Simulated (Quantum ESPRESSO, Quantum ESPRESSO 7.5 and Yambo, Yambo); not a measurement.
# Quasiparticle gap of InP (F-43m) in Yambo

How does a plane-wave GW calculation on InP (F-43m) run from the first input to the gap?

Calculated with Quantum ESPRESSO 7.5 and Yambo 5.3.0; PBE and many-body steps on it, plane waves.

The database entry behind the starting cell differs from later determinations by our own check (0.1 to 0.3 % short, probably kX units), so it need not match the best structure at ambient conditions.

## (1) Set-up

It takes space group F-43m (No. 216, cubic). The conventional cell has a = 5.861 Å, b = 5.861 Å, c = 5.861 Å, α = 90.00°, β = 90.00°, γ = 90.00°. Nearest to In lie 4 P at 2.54 Å. P has 4 In at 2.54 Å nearest. Farther neighbours are not listed.

The cell and positions come from the Crystallography Open Database and are kept as given unless a step says otherwise.

## (2) Ground state

This step: Quantum ESPRESSO 7.5; DFT, PBE with spin-orbit coupling, plane waves, norm-conserving pseudopotentials.

The ground-state density comes first.

The input, pw.in:

```
&control
  calculation = 'scf'
  prefix = 'x'
  outdir = 'o'
  pseudo_dir = 'pseudo'
/
&system
  ibrav = 0
  nat = 2
  ntyp = 2
  ecutwfc = 70.0
  nbnd = 36
  force_symmorphic = .true.
  noncolin = .true.
  lspinorb = .true.
/
&electrons
  conv_thr = 1e-10
  electron_maxstep = 80
  mixing_beta = 0.5
/
ATOMIC_SPECIES
  In 114.82 In.upf
  P 30.974 P.upf
CELL_PARAMETERS angstrom
  0.0000000000 2.9305000000 2.9305000000
  2.9305000000 -0.0000000000 2.9305000000
  2.9305000000 2.9305000000 0.0000000000
ATOMIC_POSITIONS crystal
  In 0.0000000000 0.0000000000 0.0000000000
  P 0.2500000000 0.2500000000 0.2500000000
K_POINTS automatic
  6 6 6 0 0 0
```

On the command line:

```console
$ OMP_NUM_THREADS=1 mpirun -n 8 pw.x -nk 8 -in pw.in > pw.out
```

What it wrote:

```text
Program PWSCF v.7.5 starts

     This program is part of the open-source Quantum ESPRESSO suite
     for quantum simulation of materials; please cite
         "P. Giannozzi et al., J. Phys.:Condens. Matter 21 395502 (2009);
         "P. Giannozzi et al., J. Phys.:Condens. Matter 29 465901 (2017);
         "P. Giannozzi et al., J. Chem. Phys. 152 154105 (2020);
     in publications or presentations arising from this work. More details at
     Message from routine setup:
     using ibrav=0 with symmetry is DISCOURAGED, use correct ibrav instead

     G-vector sticks info

     bravais-lattice index     =            0
     lattice parameter (alat)  =       7.8317  a.u.
     unit-cell volume          =     339.6658 (a.u.)^3
     number of atoms/cell      =            2
     number of atomic types    =            2
     number of electrons       =        26.00
     number of Kohn-Sham states=           36
     kinetic-energy cutoff     =      70.0000  Ry
     charge density cutoff     =     280.0000  Ry
     scf convergence threshold =      1.0E-10
     mixing beta               =       0.5000
     number of iterations used =            8  plain     mixing
     Exchange-correlation= PBE
                           (   1   4   3   4   0   0   0)
     Non magnetic calculation with spin-orbit

     celldm(1)=   7.831692  celldm(2)=   0.000000  celldm(3)=   0.000000
     celldm(4)=   0.000000  celldm(5)=   0.000000  celldm(6)=   0.000000

     crystal axes: (cart. coord. in units of alat)
               a(1) = (   0.000000   0.707107   0.707107 )
               a(2) = (   0.707107  -0.000000   0.707107 )
               a(3) = (   0.707107   0.707107   0.000000 )

     reciprocal axes: (cart. coord. in units 2 pi/alat)
               b(1) = ( -0.707107  0.707107  0.707107 )
               b(2) = (  0.707107 -0.707107  0.707107 )
               b(3) = (  0.707107  0.707107 -0.707107 )
     Pseudo is Norm-conserving + core correction, Zval = 21.0
     Generated using ONCVPSP code by D. R. Hamann
     Using radial grid of 1986 points, 10 beta functions with:
     Pseudo is Norm-conserving + core correction, Zval =  5.0
     Generated using ONCVPSP code by D. R. Hamann
     Using radial grid of 1298 points, 10 beta functions with:
     In               21.00   114.82000     In( 1.00)
     P                 5.00    30.97400     P ( 1.00)

     24 Sym. Ops. (no inversion) found

   Cartesian axes

     site n.     atom                  positions (alat units)
         1        In     tau(   1) = (   0.0000000   0.0000000   0.0000000  )
         2        P      tau(   2) = (   0.3535534   0.3535534   0.3535534  )

     number of k points=    16
                       cart. coord. in units 2pi/alat
        k(    1) = (   0.0000000   0.0000000   0.0000000), wk =   0.0046296
        k(    2) = (   0.1178511   0.1178511  -0.1178511), wk =   0.0370370
        k(    3) = (   0.2357023   0.2357023  -0.2357023), wk =   0.0370370
        k(    4) = (  -0.3535534  -0.3535534   0.3535534), wk =   0.0185185
        k(    5) = (   0.2357023   0.0000000  -0.0000000), wk =   0.0277778
        k(    6) = (   0.3535534   0.1178511  -0.1178511), wk =   0.1111111
        k(    7) = (  -0.2357023  -0.4714045   0.4714045), wk =   0.1111111
        k(    8) = (  -0.1178511  -0.3535534   0.3535534), wk =   0.1111111
        k(    9) = (   0.0000000  -0.2357023   0.2357023), wk =   0.0555556
        k(   10) = (   0.4714045   0.0000000  -0.0000000), wk =   0.0277778
     [... 4 further rows ...]
        k(   15) = (  -0.1178511  -0.3535534   0.5892557), wk =   0.1111111
        k(   16) = (  -0.7071068   0.2357023   0.0000000), wk =   0.0555556

     Dense  grid:    26813 G-vectors     FFT dimensions: (  45,  45,  45)

     Initial potential from superposition of free atoms

     starting charge      25.9959, renormalised to      26.0000
     Starting wfcs are   34 randomized atomic wfcs +    2 random wfcs

     per-process dynamical memory:    49.2 Mb

     Self-consistent Calculation

     iteration #  1     ecut=    70.00 Ry     beta= 0.50

     Threshold (ethr) on eigenvalues was too large:
     Diagonalizing with lowered threshold

     total energy              =    -412.70148577 Ry
     estimated scf accuracy    <       0.10734561 Ry

     iteration #  2     ecut=    70.00 Ry     beta= 0.50

     total energy              =    -412.72479973 Ry
     estimated scf accuracy    <       0.00823005 Ry

     iteration #  3     ecut=    70.00 Ry     beta= 0.50

     total energy              =    -412.72564241 Ry
     estimated scf accuracy    <       0.00140788 Ry

     iteration #  4     ecut=    70.00 Ry     beta= 0.50

     total energy              =    -412.72569030 Ry
     estimated scf accuracy    <       0.00002968 Ry

     iteration #  5     ecut=    70.00 Ry     beta= 0.50

     total energy              =    -412.72569814 Ry
     estimated scf accuracy    <       0.00000139 Ry

     iteration #  6     ecut=    70.00 Ry     beta= 0.50

     total energy              =    -412.72569862 Ry
     estimated scf accuracy    <       0.00000022 Ry

     iteration #  7     ecut=    70.00 Ry     beta= 0.50

     total energy              =    -412.72569867 Ry
     estimated scf accuracy    <          3.1E-09 Ry

     iteration #  8     ecut=    70.00 Ry     beta= 0.50

     total energy              =    -412.72569868 Ry
     estimated scf accuracy    <          5.9E-10 Ry

     iteration #  9     ecut=    70.00 Ry     beta= 0.50

     End of self-consistent calculation

          k = 0.0000 0.0000 0.0000 (  3383 PWs)   bands (ev):

  -106.6326-106.6326 -69.7389 -69.7389 -63.0931 -63.0931 -63.0931 -63.0931
    -6.3245  -6.3245  -6.3245  -6.3245  -5.5420  -5.5420  -5.4396  -5.4396
    -5.4396  -5.4396  -3.1992  -3.1992   8.2509   8.2509   8.3499   8.3499
     8.3499   8.3499   9.0312   9.0312  12.0971  12.0971  12.5533  12.5533
    12.5533  12.5533  16.9173  16.9174

          k = 0.1179 0.1179-0.1179 (  3365 PWs)   bands (ev):

  -106.6325-106.6325 -69.7389 -69.7389 -63.0931 -63.0931 -63.0931 -63.0931
    -6.3286  -6.3286  -6.3258  -6.3172  -5.5453  -5.5453  -5.4523  -5.4523
    -5.4342  -5.4234  -2.8850  -2.8850   6.1346   6.1346   7.9698   7.9698
     8.0476   8.0607  10.1189  10.1189  12.6051  12.6051  12.9105  12.9105
    12.9797  12.9842  16.9184  16.9290

          k = 0.2357 0.2357-0.2357 (  3386 PWs)   bands (ev):

  -106.6327-106.6327 -69.7390 -69.7390 -63.0932 -63.0932 -63.0931 -63.0931
    -6.3405  -6.3405  -6.3207  -6.3121  -5.5483  -5.5483  -5.4737  -5.4737
    -5.4124  -5.4016  -2.0759  -2.0759   3.7539   3.7539   7.4865   7.4865
     7.5867   7.5981   9.9738   9.9738  13.0718  13.0718  13.2802  13.2849
    14.6041  14.6041  17.2348  17.2351

          k =-0.3536-0.3536 0.3536 (  3354 PWs)   bands (ev):

     [... further k-points ...]

     highest occupied, lowest unoccupied level (ev):     8.3499    9.0312

!    total energy              =    -412.72569868 Ry
     estimated scf accuracy    <          5.2E-12 Ry

     The total energy is the sum of the following terms:
     one-electron contribution =    -293.20733109 Ry
     hartree contribution      =     148.88336615 Ry
     xc contribution           =     -60.29250000 Ry
     ewald contribution        =    -208.10923374 Ry

     convergence has been achieved in   9 iterations

     XML data file, charge density, pseudopotentials, collected wavefunctions

=------------------------------------------------------------------------------=
   JOB DONE.
=------------------------------------------------------------------------------=
```

It took 27 s on 8 MPI ranks of Intel Xeon Platinum 8375C at 2.90GHz (Ice Lake), shared host; peak memory 0.86 GiB.

Numbers from this step:

| Property | Result |
| --- | --- |
| total energy | -5615.4192 eV |
| gap | 0.6813 eV |
| k of the valence top | 0, 0, 0 |
| k of the conduction bottom | 0, 0, 0 |
| least direct gap | 0.6813 eV |

The gap is direct, at Γ.

## (3) Bands along the symmetry lines

The cheap functional maps the bands first; the places of the edges decide which points the dearer methods must see.

The input, pw.in:

```
&control
  calculation = 'bands'
  prefix = 'x'
  outdir = 'o'
  pseudo_dir = 'pseudo'
/
&system
  ibrav = 0
  nat = 2
  ntyp = 2
  ecutwfc = 70.0
  nbnd = 38
  force_symmorphic = .true.
  noncolin = .true.
  lspinorb = .true.
/
&electrons
  conv_thr = 1e-9
  electron_maxstep = 80
  diago_full_acc = .true.
  diago_thr_init = 5e-6
/
ATOMIC_SPECIES
  In 114.82 In.upf
  P 30.974 P.upf
CELL_PARAMETERS angstrom
  0.0000000000 2.9305000000 2.9305000000
  2.9305000000 -0.0000000000 2.9305000000
  2.9305000000 2.9305000000 0.0000000000
ATOMIC_POSITIONS crystal
  In 0.0000000000 0.0000000000 0.0000000000
  P 0.2500000000 0.2500000000 0.2500000000
K_POINTS crystal
  50
  0.00000000 0.00000000 0.00000000 1
  -0.06250000 -0.06250000 0.00000000 1
  -0.12500000 -0.12500000 0.00000000 1
  -0.18750000 -0.18750000 0.00000000 1
  -0.25000000 -0.25000000 0.00000000 1
  -0.31250000 -0.31250000 0.00000000 1
  -0.37500000 -0.37500000 0.00000000 1
  -0.43750000 -0.43750000 0.00000000 1
  -0.50000000 -0.50000000 0.00000000 1
  -0.48437500 -0.48437500 0.03125000 1
  -0.46875000 -0.46875000 0.06250000 1
  -0.45312500 -0.45312500 0.09375000 1
  -0.43750000 -0.43750000 0.12500000 1
  -0.42187500 -0.42187500 0.15625000 1
  -0.40625000 -0.40625000 0.18750000 1
  -0.39062500 -0.39062500 0.21875000 1
  -0.37500000 -0.37500000 0.25000000 1
  -0.37500000 0.00000000 0.37500000 1
  -0.32812500 0.00000000 0.32812500 1
  -0.28125000 0.00000000 0.28125000 1
  -0.23437500 0.00000000 0.23437500 1
  -0.18750000 0.00000000 0.18750000 1
  -0.14062500 0.00000000 0.14062500 1
  -0.09375000 0.00000000 0.09375000 1
  -0.04687500 0.00000000 0.04687500 1
  0.00000000 0.00000000 0.00000000 1
  0.00000000 0.00000000 0.06250000 1
  0.00000000 0.00000000 0.12500000 1
  0.00000000 0.00000000 0.18750000 1
  0.00000000 0.00000000 0.25000000 1
  0.00000000 0.00000000 0.31250000 1
  0.00000000 0.00000000 0.37500000 1
  0.00000000 0.00000000 0.43750000 1
  -0.00000000 -0.00000000 0.50000000 1
  -0.06250000 -0.03125000 0.46875000 1
  -0.12500000 -0.06250000 0.43750000 1
  -0.18750000 -0.09375000 0.40625000 1
  -0.25000000 -0.12500000 0.37500000 1
  -0.31250000 -0.15625000 0.34375000 1
  -0.37500000 -0.18750000 0.31250000 1
  -0.43750000 -0.21875000 0.28125000 1
  -0.50000000 -0.25000000 0.25000000 1
  -0.50000000 -0.28125000 0.21875000 1
  -0.50000000 -0.31250000 0.18750000 1
  -0.50000000 -0.34375000 0.15625000 1
  -0.50000000 -0.37500000 0.12500000 1
  -0.50000000 -0.40625000 0.09375000 1
  -0.50000000 -0.43750000 0.06250000 1
  -0.50000000 -0.46875000 0.03125000 1
  -0.50000000 -0.50000000 0.00000000 1
```

What it wrote:

```text
[banner, memory and clock lines left out]
Program PWSCF v.7.5 starts

     Atomic positions and unit cell read from directory:
     o/x.save/

     Message from routine setup:
     using ibrav=0 with symmetry is DISCOURAGED, use correct ibrav instead

     G-vector sticks info

     bravais-lattice index     =            0
     lattice parameter (alat)  =       7.8317  a.u.
     unit-cell volume          =     339.6658 (a.u.)^3
     number of atoms/cell      =            2
     number of atomic types    =            2
     number of electrons       =        26.00
     number of Kohn-Sham states=           38
     kinetic-energy cutoff     =      70.0000  Ry
     charge density cutoff     =     280.0000  Ry
     Exchange-correlation= PBE
                           (   1   4   3   4   0   0   0)
     Non magnetic calculation with spin-orbit

     celldm(1)=   7.831692  celldm(2)=   0.000000  celldm(3)=   0.000000
     celldm(4)=   0.000000  celldm(5)=   0.000000  celldm(6)=   0.000000

     crystal axes: (cart. coord. in units of alat)
               a(1) = (   0.000000   0.707107   0.707107 )
               a(2) = (   0.707107  -0.000000   0.707107 )
               a(3) = (   0.707107   0.707107   0.000000 )

     reciprocal axes: (cart. coord. in units 2 pi/alat)
               b(1) = ( -0.707107  0.707107  0.707107 )
               b(2) = (  0.707107 -0.707107  0.707107 )
               b(3) = (  0.707107  0.707107 -0.707107 )
     Pseudo is Norm-conserving + core correction, Zval = 21.0
     Generated using ONCVPSP code by D. R. Hamann
     Using radial grid of 1986 points, 10 beta functions with:
     Pseudo is Norm-conserving + core correction, Zval =  5.0
     Generated using ONCVPSP code by D. R. Hamann
     Using radial grid of 1298 points, 10 beta functions with:
     In               21.00   114.82000     In( 1.00)
     P                 5.00    30.97400     P ( 1.00)

     24 Sym. Ops. (no inversion) found

   Cartesian axes

     site n.     atom                  positions (alat units)
         1        In     tau(   1) = (   0.0000000   0.0000000   0.0000000  )
         2        P      tau(   2) = (   0.3535534   0.3535534   0.3535534  )

     number of k points=    50
                       cart. coord. in units 2pi/alat
        k(    1) = (   0.0000000   0.0000000   0.0000000), wk =   0.0200000
        k(    2) = (   0.0000000   0.0000000  -0.0883883), wk =   0.0200000
        k(    3) = (   0.0000000   0.0000000  -0.1767767), wk =   0.0200000
[...]
[... 38 further rows ...]
        k(   49) = (   0.0441942  -0.0000000  -0.7071068), wk =   0.0200000
        k(   50) = (   0.0000000   0.0000000  -0.7071068), wk =   0.0200000

     Dense  grid:    26813 G-vectors     FFT dimensions: (  45,  45,  45)

     The potential is recalculated from file :
     o/x.save/charge-density

     Starting wfcs are   34 randomized atomic wfcs +    4 random wfcs

     Band Structure Calculation

     End of band structure calculation

          k = 0.0000 0.0000 0.0000 (  3383 PWs)   bands (ev):

  -106.6326-106.6326 -69.7389 -69.7389 -63.0931 -63.0931 -63.0931 -63.0931
    -6.3245  -6.3245  -6.3245  -6.3245  -5.5420  -5.5420  -5.4396  -5.4396
    -5.4396  -5.4396  -3.1992  -3.1992   8.2509   8.2509   8.3499   8.3499
     8.3499   8.3499   9.0312   9.0312  12.0971  12.0971  12.5533  12.5533
    12.5533  12.5533  16.9173  16.9175  17.7335  17.7335

          k = 0.0000 0.0000-0.0884 (  3387 PWs)   bands (ev):

  -106.6326-106.6326 -69.7389 -69.7389 -63.0931 -63.0931 -63.0931 -63.0931
[...]
12.7498  12.7498  17.0955  17.0955  17.2709  17.2709

          k = 0.0000 0.0000-0.1768 (  3371 PWs)   bands (ev):

  -106.6325-106.6325 -69.7389 -69.7389 -63.0931 -63.0931 -63.0931 -63.0931
[...]
13.2675  13.2675  16.1215  16.1215  17.8789  17.8789

          k = 0.0000 0.0000-0.2652 (  3351 PWs)   bands (ev):

[...]
k =-0.0000-0.0000-0.4419 (  3367 PWs)   bands (ev):

[...]
k =-0.0000-0.0000-0.6187 (  3334 PWs)   bands (ev):

[...]
k = 0.5303-0.0000-0.5303 (  3352 PWs)   bands (ev):

[...]
k = 0.3977-0.0000-0.3977 (  3364 PWs)   bands (ev):

[...]
k = 0.2652-0.0000-0.2652 (  3385 PWs)   bands (ev):

[...]
k = 0.0000 0.0000 0.0000 (  3383 PWs)   bands (ev):

[...]
k = 0.1326 0.0000-0.7071 (  3346 PWs)   bands (ev):

[...]
k = 0.0884-0.0000-0.7071 (  3342 PWs)   bands (ev):

[...]
k = 0.0442-0.0000-0.7071 (  3342 PWs)   bands (ev):

  -106.6324-106.6324 -69.7390 -69.7390 -63.0932 -63.0932 -63.0932 -63.0932
[...]
17.6274  17.7011  18.0157  18.0617  19.1722  19.1725

          k = 0.0000 0.0000-0.7071 (  3338 PWs)   bands (ev):

  -106.6324-106.6324 -69.7390 -69.7390 -63.0932 -63.0932 -63.0932 -63.0932
[...]
-5.3948  -5.3948  -0.8214  -0.8214   2.5717   2.5717   5.9448   5.9448
     6.0438   6.0438  10.0785  10.0785  10.5894  10.5894  17.5457  17.5457
    17.7555  17.7555  18.0278  18.0278  19.0960  19.0961

     XML data file, pseudopotentials, collected wavefunctions
```

The job ended after 23 s (8 MPI ranks; peak memory 0.71 GiB).

This step gave:

* gap: 0.6813 eV
* k of the valence top: 0, 0, 0
* k of the conduction bottom: 0, 0, 0
* least direct gap: 0.6813 eV

The gap is 0.681 eV, as in the run before at this level.

The electronic bands at the labelled points (eV, zero at the top of the highest filled band):

```
    point  band 23  band 24  band 25  band 26  band 27  band 28  band 29  band 30
        Γ     0.00     0.00     0.00     0.00     0.68     0.68     3.75     3.75
  halfway    -1.49    -1.49    -1.40    -1.40     2.45     2.45     3.10     3.10
        X    -2.41    -2.41    -2.31    -2.31     1.73     1.73     2.24     2.24
  halfway    -2.83    -2.75    -2.26    -2.25     2.00     2.01     2.83     2.86
        U    -3.39    -3.29    -1.98    -1.97     2.32     2.33     4.35     4.37
jump to K    -3.39    -3.29    -1.98    -1.97     2.32     2.33     4.35     4.37
  halfway    -2.09    -2.00    -0.61    -0.59     2.80     2.80     4.55     4.73
        Γ     0.00     0.00     0.00     0.00     0.68     0.68     3.75     3.75
  halfway    -0.64    -0.64    -0.55    -0.54     1.76     1.76     4.61     4.61
        L    -1.06    -1.06    -0.95    -0.95     1.47     1.47     4.69     4.69
  halfway    -2.77    -2.68    -1.70    -1.62     3.12     3.16     4.11     4.19
        W    -3.07    -2.98    -2.93    -2.88     4.26     4.26     4.34     4.37
  halfway    -2.78    -2.69    -2.64    -2.62     2.62     2.68     3.07     3.08
        X    -2.41    -2.41    -2.31    -2.31     1.73     1.73     2.24     2.24
```

[end of part 1 of 3]

[Paths, hosts, dates, memory and timing lines, banners, echoed tables and standing remarks are left out of the program output.]

[Logs are printed without paths, hosts, clocks, repeated set-up lines and the standing remarks that a program may print on its own settings, such as how far it seeks lower states.]

[Runs of the session that timed out or met a known fault of the program may be left out.]

[Hosts, paths, dates, database ids (printed as entryN), source tags and the programs' standing remarks are cut or masked in the printed files.]
